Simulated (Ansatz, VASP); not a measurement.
**One calculation of WC, two programs**

```
W C
1.0
     2.84179    0.00000    0.00000
    -1.42090    2.46107    0.00000
     0.00000    0.00000    2.77174
W C
1 1
Direct
  0.00000 0.00000 0.00000
  0.66667 0.33333 0.50000
```

Change from the starting cell: volume scaled by 0.9405, PAW files.

Alike in both runs: task electric field gradients; functional PBEsol; k mesh 13 × 13 × 12; occupations fermi-dirac, width 0.05 eV; no spin polarisation.

|  | VASP | Ansatz |
| --- | --- | --- |
| version | VASP 6.6.1 | Ansatz 0.2.0 |
| potentials or method | VASP PAW PBE potentials, release 64 (W_sv, C) | PAW with Ansatz's default frozen-core files, scalar-relativistic |
| plane-wave cutoff (eV) | 520 | 420 |
| valence electrons in the cell | 18 | 18 |

Ansatz gave:

* pressure (GPa): 27.5
* largest component of the traceless stress (GPa): 2.52
* Vzz of the field gradient on the site that differs most (V/Å²): -169.3

Task: Estimate VASP's values.

Result: Pressure (GPa): 29.3; largest component of the traceless stress (GPa): 2.81; Vzz of the field gradient on the site that differs most (V/Å²): -173.6.

With one functional, cell and mesh, what is left measures potentials, basis and numerics. Ansatz warned: «gradients_without_spin_orbit».

Caveats: so large a pressure means that the cell lies far from this level's equilibrium, or that cutoff or potentials fall short (VASP); the potentials were made for another functional, which shifts forces and pressure (VASP). The runs have no spin-orbit coupling, so splittings on W are missing.
